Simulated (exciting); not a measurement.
# Yb (Fm-3m) in exciting: runs at scaled volumes

Single points of Yb at other volumes, in PBE.

Program: exciting (release sodium). These are calculated values, not measurements. Logs are shortened: lines on timing, memory, paths and dates and some standing lists are left out, and cuts for length are marked.

### Step 1. The crystal as given

Symmetry: Fm-3m, No. 225, cubic system. The conventional cell has a = 5.486 Å, b = 5.486 Å, c = 5.486 Å, α = 90.00°, β = 90.00°, γ = 90.00°. Around Yb (site symmetry m-3m) lie 12 Yb at 3.88 Å.

### Step 2. Equation of state, PBE, collinear spin, ferromagnetic start, 38.80 Å³/atom (volume scaled by 0.94)

The input, input.xml:

```xml
<input>
  <title>Yb</title>
  <structure speciespath="./" tshift="false">
    <crystal scale="1">
      <basevect>0.000000000000 5.077888086327 5.077888086327</basevect>
      <basevect>5.077888086327 0.000000000000 5.077888086327</basevect>
      <basevect>5.077888086327 5.077888086327 0.000000000000</basevect>
    </crystal>
    <species speciesfile="Yb.xml" rmt="2.3">
      <atom coord="0.000000000000 0.000000000000 0.000000000000" bfcmt="0 0 -8"/>
    </species>
  </structure>
  <groundstate do="fromscratch" ngridk="8 8 8" rgkmax="9.5" gmaxvr="14" lmaxapw="10" lmaxmat="10" lmaxvr="8" xctype="GGA_PBE" stype="Fermi Dirac" swidth="0.00183747" nempty="22" ValenceRelativity="iora*" epsengy="1e-05" epspot="1e-05" maxscl="90" outputlevel="normal">
    <spin reducebf="0.5"/>
  </groundstate>
</input>
```

Potentials or basis: all-electron LAPW+lo, shipped species files, valence relativity iora*.

The run is started by

```
OMP_NUM_THREADS=1 exciting_smp
```

INFO.OUT:

```text
================================================================================
EXCITING SODIUM started
[... 10 lines left out ...]

 Lattice vectors (cartesian) :
      0.0000000000      5.0778880863      5.0778880863
      5.0778880863      0.0000000000      5.0778880863
      5.0778880863      5.0778880863      0.0000000000

 Reciprocal lattice vectors (cartesian) :
     -0.6186809556      0.6186809556      0.6186809556
      0.6186809556     -0.6186809556      0.6186809556
      0.6186809556      0.6186809556     -0.6186809556

 Unit cell volume                           :     261.8661545934
 Brillouin zone volume                      :       0.9472404474

 Species :    1 (Yb)
     parameters loaded from                 :    Yb.xml
     name                                   :    ytterbium
     nuclear charge                         :     -70.00000000
     electronic charge                      :      70.00000000
     atomic mass                            :  315432.62340000
     muffin-tin radius                      :       2.30000000
     # of radial points in muffin-tin       :     450

     atomic positions (lattice) :
       1 :   0.00000000  0.00000000  0.00000000

     magnetic fields (cartesian) :
       1 :   0.00000000  0.00000000 -8.00000000

 Total number of atoms per unit cell        :       1

 Spin treatment                             :    spin-polarised
 Global magnetic field (cartesian) :        0.00000000   0.00000000   0.00000000
 collinear magnetisation in z-direction

 Number of Bravais lattice symmetries       :      48
 Number of crystal symmetries               :      48

 k-point grid                               :       8    8    8
 Total number of k-points                   :      29
 k-point set is reduced with crystal symmetries

 R^MT_min * |G+k|_max (rgkmax)              :       9.50000000
 Species with R^MT_min                      :       1 (Yb)
 Maximum |G+k| for APW functions            :       4.13043478
 Maximum |G| for potential and density      :      14.00000000

 G-vector grid sizes                        :      36    36    36
 Total number of G-vectors                  :   12051

 Maximum angular momentum used for
     APW functions                          :      10
     computing H and O matrix elements      :      10
     potential and density                  :       8
     inner part of muffin-tin               :       2

 Total nuclear charge                       :     -70.00000000
 Total electronic charge                    :      70.00000000
 Total core charge                          :      46.00000000
 Total valence charge                       :      24.00000000

 Number of empty states                     :      22
 Total number of valence states             :      70

 Maximum Hamiltonian size                   :     351
 Maximum number of plane-waves              :     331
 Total number of local-orbitals             :      20

 Exchange-correlation type                  :      20
[... 23 lines left out ...]
+ SCF iteration number :    1                                                  +
++++++++++++++++++++++++++++++++++++++++++++++++++++++++++++++++++++++++++++++++
 Total energy                               :    -13868.67359791
 _______________________________________________________________
 Fermi energy                               :         0.27853464
 Kinetic energy                             :     15761.19914785
 Coulomb energy                             :    -29340.71085302
 Exchange energy                            :      -285.08442652
 Correlation energy                         :        -4.07746623
 No external B-field energy in total energy

 DOS at Fermi energy (states/Ha/cell)       :       639.78109865

 Electron charges :
     core                                   :        46.00000000
     core leakage                           :         0.00004308
     valence                                :        24.00000000
     interstitial                           :         4.87303349
     charge in muffin-tin spheres :
                  atom     1    Yb          :        65.12696651
     total charge in muffin-tins            :        65.12696651
     total charge                           :        70.00000000

 Moments :
     interstitial                           :         0.13196926
     moment in muffin-tin spheres :
                  atom     1    Yb          :         3.25029534
     total moment in muffin-tins            :         3.25029534
     total moment                           :         3.38226460

++++++++++++++++++++++++++++++++++++++++++++++++++++++++++++++++++++++++++++++++
+ SCF iteration number :    2                                                  +
++++++++++++++++++++++++++++++++++++++++++++++++++++++++++++++++++++++++++++++++
 Total energy                               :    -14254.65554470
 _______________________________________________________________
 Fermi energy                               :         0.16727756
 Kinetic energy                             :     15538.52140011
 Coulomb energy                             :    -29494.63542256
 Exchange energy                            :      -294.34240478
 Correlation energy                         :        -4.19911746
 No external B-field energy in total energy

 DOS at Fermi energy (states/Ha/cell)       :        36.99693315

 Electron charges :
     core                                   :        46.00000000
     core leakage                           :         0.00002473
     valence                                :        24.00000000
     interstitial                           :         1.91954816
     charge in muffin-tin spheres :
                  atom     1    Yb          :        68.08045184
     total charge in muffin-tins            :        68.08045184
     total charge                           :        70.00000000

 Moments :
     interstitial                           :         0.08880585
     moment in muffin-tin spheres :
                  atom     1    Yb          :         0.08490724
     total moment in muffin-tins            :         0.08490724
     total moment                           :         0.17371309

 RMS change in effective potential (target) :  0.551795      ( 0.100000E-04)
 Absolute change in total energy   (target) :   385.982      ( 0.100000E-04)
 Charge distance                   (target) :  0.113443      ( 0.100000E-04)

++++++++++++++++++++++++++++++++++++++++++++++++++++++++++++++++++++++++++++++++
+ SCF iteration number :    3                                                  +
++++++++++++++++++++++++++++++++++++++++++++++++++++++++++++++++++++++++++++++++
 Total energy                               :    -14170.53729660
 _______________________________________________________________
 Fermi energy                               :         0.18539734
 Kinetic energy                             :     15583.13259303
 Coulomb energy                             :    -29456.88859841
 Exchange energy                            :      -292.60161382
 Correlation energy                         :        -4.17967741
 No external B-field energy in total energy
[... 643 lines left out ...]
 Moments :
     interstitial                           :        -0.00000046
     moment in muffin-tin spheres :
                  atom     1    Yb          :         0.00000088
     total moment in muffin-tins            :         0.00000088
     total moment                           :         0.00000042

 RMS change in effective potential (target) :  0.445611E-08  ( 0.100000E-04)
 Absolute change in total energy   (target) :  0.816534E-05  ( 0.100000E-04)
 Charge distance                   (target) :  0.271181E-08  ( 0.100000E-04)

++++++++++++++++++++++++++++++++++++++++++++++++++++++++++++++++++++++++++++++++
+ SCF iteration number :   22                                                  +
++++++++++++++++++++++++++++++++++++++++++++++++++++++++++++++++++++++++++++++++
 Total energy                               :    -14075.93117244
 _______________________________________________________________
 Fermi energy                               :         0.20412124
 Kinetic energy                             :     15638.51173017
 Coulomb energy                             :    -29419.78749428
 Exchange energy                            :      -290.50344192
 Correlation energy                         :        -4.15196641
 No external B-field energy in total energy

 DOS at Fermi energy (states/Ha/cell)       :        25.04567507

 Electron charges :
     core                                   :        46.00000000
     core leakage                           :         0.00004101
     valence                                :        24.00000000
     interstitial                           :         2.55552553
     charge in muffin-tin spheres :
                  atom     1    Yb          :        67.44447447
     total charge in muffin-tins            :        67.44447447
     total charge                           :        70.00000000

 Moments :
     interstitial                           :        -0.00000014
     moment in muffin-tin spheres :
                  atom     1    Yb          :         0.00000038
     total moment in muffin-tins            :         0.00000038
     total moment                           :         0.00000024

 RMS change in effective potential (target) :  0.176857E-07  ( 0.100000E-04)
 Absolute change in total energy   (target) :  0.455469E-05  ( 0.100000E-04)
 Charge distance                   (target) :  0.178775E-08  ( 0.100000E-04)

++++++++++++++++++++++++++++++++++++++++++++++++++++++++++++++++++++++++++++++++
| Convergency criteria checked for the last 2 iterations                       +
| Convergence targets achieved. Performing final SCF iteration                 +
++++++++++++++++++++++++++++++++++++++++++++++++++++++++++++++++++++++++++++++++
 Total energy                               :    -14075.93116305
 _______________________________________________________________
 Fermi energy                               :         0.20412124
 Kinetic energy                             :     15638.51173581
 Coulomb energy                             :    -29419.78749077
 Exchange energy                            :      -290.50344167
 Correlation energy                         :        -4.15196641
 No external B-field energy in total energy

 DOS at Fermi energy (states/Ha/cell)       :        25.04568239

 Electron charges :
     core                                   :        46.00000000
     core leakage                           :         0.00004101
     valence                                :        24.00000000
     interstitial                           :         2.55552563
     charge in muffin-tin spheres :
                  atom     1    Yb          :        67.44447437
     total charge in muffin-tins            :        67.44447437
     total charge                           :        70.00000000

 Moments :
     interstitial                           :        -0.00000004
     moment in muffin-tin spheres :
                  atom     1    Yb          :         0.00000017
     total moment in muffin-tins            :         0.00000017
     total moment                           :         0.00000013

++++++++++++++++++++++++++++++++++++++++++++++++++++++++++++++++++++++++++++++++
[... 12 lines left out ...]
| EXCITING SODIUM stopped                                                      =
================================================================================
```

Run time: 2.6 min. Hardware: 1 thread of Arm Neoverse V1, shared host; peak memory 0.12 GiB.

Results:

- Free energy: -383025.6100 eV
- Band gap on the k mesh: none (metal or under the smearing width)
- Net moment: 0.00 μB per cell
- All electrons inside the program's atomic spheres: Yb 67.44 (radii Yb 2.3 bohr)

Caveat: the log's total energy holds no entropy term; the free energy is that total less TS from the occupations; spin-orbit coupling is left out, which moves the levels of the heavy elements.

### Step 3. Equation of state, PBE, collinear spin, ferromagnetic start, 39.63 Å³/atom (volume scaled by 0.96)

input.xml: that of step 2 with these lines changed.

```diff
@@ -4,5 +4,5 @@
     <crystal scale="1">
-      <basevect>0.000000000000 5.077888086327 5.077888086327</basevect>
-      <basevect>5.077888086327 0.000000000000 5.077888086327</basevect>
-      <basevect>5.077888086327 5.077888086327 0.000000000000</basevect>
+      <basevect>0.000000000000 5.113649039766 5.113649039766</basevect>
+      <basevect>5.113649039766 0.000000000000 5.113649039766</basevect>
+      <basevect>5.113649039766 5.113649039766 0.000000000000</basevect>
     </crystal>
```

Potentials or basis: all-electron LAPW+lo, shipped species files, valence relativity iora*.

The run is started by

```
OMP_NUM_THREADS=1 exciting_smp
```

Run time: 2.7 min. Hardware: 1 thread of Arm Neoverse V1, shared host; peak memory 0.12 GiB.

It converged, with:

| Item | Value |
| --- | --- |
| Free energy | -383025.6020 eV |
| Band gap on the k mesh | none (metal or under the smearing width) |
| Net moment | 0.00 μB per cell |
| All electrons inside the program's atomic spheres | Yb 67.44 (radii Yb 2.3 bohr) |

Caveat: the log's total energy holds no entropy term; the free energy is that total less TS from the occupations; spin-orbit coupling is left out, which moves the levels of the heavy elements.

### Step 4. Equation of state, PBE, collinear spin, ferromagnetic start, 40.46 Å³/atom (volume scaled by 0.98)

input.xml: that of step 3 with these lines changed.

```diff
@@ -4,5 +4,5 @@
     <crystal scale="1">
-      <basevect>0.000000000000 5.113649039766 5.113649039766</basevect>
-      <basevect>5.113649039766 0.000000000000 5.113649039766</basevect>
-      <basevect>5.113649039766 5.113649039766 0.000000000000</basevect>
+      <basevect>0.000000000000 5.148916699475 5.148916699475</basevect>
+      <basevect>5.148916699475 0.000000000000 5.148916699475</basevect>
+      <basevect>5.148916699475 5.148916699475 0.000000000000</basevect>
     </crystal>
```

The run is started by

```
OMP_NUM_THREADS=1 exciting_smp
```

Wall time 2.8 min (1 thread of Arm Neoverse V1, shared host); peak memory 0.12 GiB.

Results (log left out):

```
Free energy                                       : -383025.5927 eV
Band gap on the k mesh                            : none (metal or under the smearing width)
Net moment                                        : 0.00 μB per cell
All electrons inside the program's atomic spheres : Yb 67.44 (radii Yb 2.3 bohr)
```

Caveat: the log's total energy holds no entropy term; the free energy is that total less TS from the occupations; spin-orbit coupling is left out, which moves the levels of the heavy elements.

### Step 5. Equation of state, PBE, collinear spin, ferromagnetic start, 41.28 Å³/atom

input.xml: that of step 4 with these lines changed.

```diff
@@ -4,5 +4,5 @@
     <crystal scale="1">
-      <basevect>0.000000000000 5.148916699475 5.148916699475</basevect>
-      <basevect>5.148916699475 0.000000000000 5.148916699475</basevect>
-      <basevect>5.148916699475 5.148916699475 0.000000000000</basevect>
+      <basevect>0.000000000000 5.183707732461 5.183707732461</basevect>
+      <basevect>5.183707732461 0.000000000000 5.183707732461</basevect>
+      <basevect>5.183707732461 5.183707732461 0.000000000000</basevect>
     </crystal>
```

The run is started by

```
OMP_NUM_THREADS=1 exciting_smp
```

Wall time 2.9 min (1 thread of Arm Neoverse V1, shared host); peak memory 0.12 GiB.

It converged, with:

* Free energy: -383025.5822 eV
* Band gap on the k mesh: none (metal or under the smearing width)
* Net moment: 0.00 μB per cell
* All electrons inside the program's atomic spheres: Yb 67.44 (radii Yb 2.3 bohr)

Caveat: the log's total energy holds no entropy term; the free energy is that total less TS from the occupations; spin-orbit coupling is left out, which moves the levels of the heavy elements.

### Step 6. Equation of state, PBE, collinear spin, ferromagnetic start, 42.11 Å³/atom (volume scaled by 1.02)

input.xml: that of step 5 with these lines changed.

```diff
@@ -4,5 +4,5 @@
     <crystal scale="1">
-      <basevect>0.000000000000 5.183707732461 5.183707732461</basevect>
-      <basevect>5.183707732461 0.000000000000 5.183707732461</basevect>
-      <basevect>5.183707732461 5.183707732461 0.000000000000</basevect>
+      <basevect>0.000000000000 5.218037923228 5.218037923228</basevect>
+      <basevect>5.218037923228 0.000000000000 5.218037923228</basevect>
+      <basevect>5.218037923228 5.218037923228 0.000000000000</basevect>
     </crystal>
```

Potentials or basis: all-electron LAPW+lo, shipped species files, valence relativity iora*.

The run is started by

```
OMP_NUM_THREADS=1 exciting_smp
```

Run time: 2.9 min. Hardware: 1 thread of Arm Neoverse V1, shared host; peak memory 0.13 GiB.

It converged, with:

```
Free energy                                       : -383025.5709 eV
Band gap on the k mesh                            : none (metal or under the smearing width)
Net moment                                        : 0.00 μB per cell
All electrons inside the program's atomic spheres : Yb 67.44 (radii Yb 2.3 bohr)
```

Caveat: the log's total energy holds no entropy term; the free energy is that total less TS from the occupations; spin-orbit coupling is left out, which moves the levels of the heavy elements.

### Step 7. Equation of state, PBE, collinear spin, ferromagnetic start, 42.93 Å³/atom (volume scaled by 1.04)

input.xml: that of step 6 with these lines changed.

```diff
@@ -4,5 +4,5 @@
     <crystal scale="1">
-      <basevect>0.000000000000 5.218037923228 5.218037923228</basevect>
-      <basevect>5.218037923228 0.000000000000 5.218037923228</basevect>
-      <basevect>5.218037923228 5.218037923228 0.000000000000</basevect>
+      <basevect>0.000000000000 5.251922235762 5.251922235762</basevect>
+      <basevect>5.251922235762 0.000000000000 5.251922235762</basevect>
+      <basevect>5.251922235762 5.251922235762 0.000000000000</basevect>
     </crystal>
```

The run is started by

```
OMP_NUM_THREADS=1 exciting_smp
```

Wall time 3.2 min (1 thread of Arm Neoverse V1, shared host); peak memory 0.13 GiB.

The run converged. Its results:

| Quantity | Value |
| --- | --- |
| Free energy | -383025.5586 eV |
| Band gap on the k mesh | none (metal or under the smearing width) |
| Net moment | 0.00 μB per cell |
| All electrons inside the program's atomic spheres | Yb 67.43 (radii Yb 2.3 bohr) |

Caveat: the log's total energy holds no entropy term; the free energy is that total less TS from the occupations; spin-orbit coupling is left out, which moves the levels of the heavy elements.

### Step 8. Equation of state, PBE, collinear spin, ferromagnetic start, 43.76 Å³/atom (volume scaled by 1.06)

input.xml: that of step 7 with these lines changed.

```diff
@@ -4,5 +4,5 @@
     <crystal scale="1">
-      <basevect>0.000000000000 5.251922235762 5.251922235762</basevect>
-      <basevect>5.251922235762 0.000000000000 5.251922235762</basevect>
-      <basevect>5.251922235762 5.251922235762 0.000000000000</basevect>
+      <basevect>0.000000000000 5.285374871732 5.285374871732</basevect>
+      <basevect>5.285374871732 0.000000000000 5.285374871732</basevect>
+      <basevect>5.285374871732 5.285374871732 0.000000000000</basevect>
     </crystal>
```

The run is started by

```
OMP_NUM_THREADS=1 exciting_smp
```

Run time: 3.2 min. Hardware: 1 thread of Arm Neoverse V1, shared host; peak memory 0.13 GiB.

It converged, with:

```
Free energy                                       : -383025.5444 eV
Band gap on the k mesh                            : none (metal or under the smearing width)
Net moment                                        : 0.00 μB per cell
All electrons inside the program's atomic spheres : Yb 67.43 (radii Yb 2.3 bohr)
```

Caveat: the log's total energy holds no entropy term; the free energy is that total less TS from the occupations; spin-orbit coupling is left out, which moves the levels of the heavy elements.
